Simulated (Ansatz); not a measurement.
# Property card for TiAl

Level of theory: DFT PBE, scalar-relativistic, plane waves, PAW (Ansatz 0.2.0).

Settings: cutoff 420 eV, Γ-centred mesh 20×20×14 on the computed 2-atom cell, Gaussian smearing of 0.10 eV; no spin polarisation.

The structure is relaxed at this level of theory with its symmetry kept, and needn't be the ground state of this composition.

```cif
data_structure
_symmetry_space_group_name_H-M 'P 1'
_symmetry_Int_Tables_number 1
_cell_length_a 2.8233
_cell_length_b 2.8233
_cell_length_c 4.0738
_cell_angle_alpha 90.000
_cell_angle_beta 90.000
_cell_angle_gamma 90.000
_cell_volume 32.47
loop_
_atom_site_label
_atom_site_type_symbol
_atom_site_fract_x
_atom_site_fract_y
_atom_site_fract_z
_atom_site_occupancy
Ti1 Ti 0.00000 0.00000 0.00000 1
Al1 Al 0.50000 0.50000 0.50000 1
```

```json
{
  "Space group": "P4/mmm (No. 123)",
  "Volume per atom": "16.24 Å³",
  "Formation energy from the elements' standard states (uncorrected)": "-0.405 eV/atom",
  "Kohn–Sham band gap": "none (metal)",
  "Density of states at the Fermi level": "1.7 states/eV per cell",
  "Orbital (Löwdin) character within 0.5 eV of the Fermi level": "Ti 3d 80 %, Al 3p 12 %",
  "Bader charge by site (e)": "Ti (1 in the cell) 0.68, Al (1 in the cell) -0.68"
}
```

The cell was relaxed from a distorted copy of a database structure. Löwdin shares on free-atom orbitals overweight diffuse shells.
